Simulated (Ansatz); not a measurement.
# Ga (I-43d)

These are results of DFT PBE, scalar-relativistic, plane waves, PAW (Ansatz 0.2.0), not measurements.

Settings: cutoff 420 eV, Γ-centred mesh 8×8×8 on the computed 6-atom cell, Gaussian smearing of 0.10 eV; no spin polarisation.

The structure is relaxed at this level of theory with its symmetry kept. This form isn't the element's structure at ambient conditions.

```cif
data_structure
_symmetry_space_group_name_H-M 'I-43d'
_symmetry_Int_Tables_number 220
_cell_length_a 6.1042
_cell_length_b 6.1042
_cell_length_c 6.1042
_cell_angle_alpha 90.000
_cell_angle_beta 90.000
_cell_angle_gamma 90.000
_cell_volume 227.45
loop_
_atom_site_label
_atom_site_type_symbol
_atom_site_symmetry_multiplicity
_atom_site_Wyckoff_symbol
_atom_site_fract_x
_atom_site_fract_y
_atom_site_fract_z
_atom_site_occupancy
Ga1 Ga 12 b 0.37500 0.50000 0.75000 1
```

| Quantity | Value |
| --- | --- |
| Space group | I-43d (No. 220) |
| Volume per atom | 18.95 Å³ |
| Formation energy from the elements' standard states (uncorrected) | +0.029 eV/atom |
| Kohn–Sham band gap | none (metal) |
| Density of states at the Fermi level | 2.47 states/eV per cell |
| Löwdin character within 0.5 eV of the Fermi level | Ga 4p 74 %, Ga 4s 24 % |
| Bulk modulus | 48 GPa |
| Its pressure derivative | 4.9 |
| Bader charges (e) | Ga (6 in the cell) 0.00 |

Cost: 9 runs of about 7 core-minutes in all, on Intel Xeon Processor @ 2.50GHz (Skylake/Cascade Lake) (shared hosts).